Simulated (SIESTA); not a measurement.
Crystal: YN.

```
Y N
1.0
     3.44856    0.00000    0.00000
     1.72428    2.98654    0.00000
     1.72428    0.99551    2.81574
Y N
1 1
Direct
  0.00000 0.00000 0.00000
  0.50000 0.50000 0.50000
```

Base run:

| Item | Value |
| --- | --- |
| Program | SIESTA 5.4.2 |
| Functional | vdW-DF-C09 |
| Potentials or basis | PseudoDojo 0.4 standard (PBE files) |
| Basis | DZP (energy shift 0.003 Ry; two zetas on semicore shells) |
| Grid cutoff | 800 Ry |
| Energy shift | 0.003 Ry |
| k mesh | 9 × 9 × 9 |
| Occupations | fermi-dirac, width 0.05 eV |
| Spin | no spin polarisation |

Its results: pressure -0.2 GPa.

Q: After a change of settings the same cell gave: pressure 13.4 GPa. Which change was it?
A. functional from vdW-DF-C09 to vdW-DF2
B. functional from vdW-DF-C09 to optB88-vdW
C. functional from vdW-DF-C09 to vdW-DF-cx
D. functional from vdW-DF-C09 to VV10

A: A.

Caveats: the potentials were made for another functional, which shifts forces and pressure; the basis of atomic orbitals isn't converged, which shifts pressures, moduli and gaps.
